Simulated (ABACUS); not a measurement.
Crystal: Ir.

```
Ir
1.0
     0.00000    1.91560    1.91560
     1.91560    0.00000    1.91560
     1.91560    1.91560    0.00000
Ir
1
Direct
  0.00000 0.00000 0.00000
```

- Program: ABACUS 3.10.1
- Task: single point
- Functional: PBE
- Potentials or basis: PseudoDojo NC SR 0.4.1 PBE standard
- Cutoff: 925 eV
- Density cutoff: 3701 eV
- Basis: plane waves
- k mesh: 12 × 12 × 12
- Occupations: fermi-dirac, width 0.05 eV
- Spin: no spin polarisation

On this cell: pressure 10.4 GPa; band gap on the k mesh none (metal or under the smearing width).

The same run follows on a disturbed copy (cell strained at random at fixed volume):

```
CELL_PARAMETERS angstrom
-0.00903 1.95837 1.93892
1.89839 0.02290 1.90699
1.89968 1.92773 0.02161
ATOMIC_POSITIONS crystal
Ir 0.99766 0.99684 0.98575
```

Task: What does the disturbed cell give?

Result: The energy (extrapolated to zero smearing) moves by +13.0 meV/atom; pressure 10.8 GPa; band gap on the k mesh none (metal or under the smearing width).

Stress tensor (GPa, compression positive):
```
12.93  1.25  1.76
 1.25  7.64 -8.44
 1.76 -8.44 11.71
```
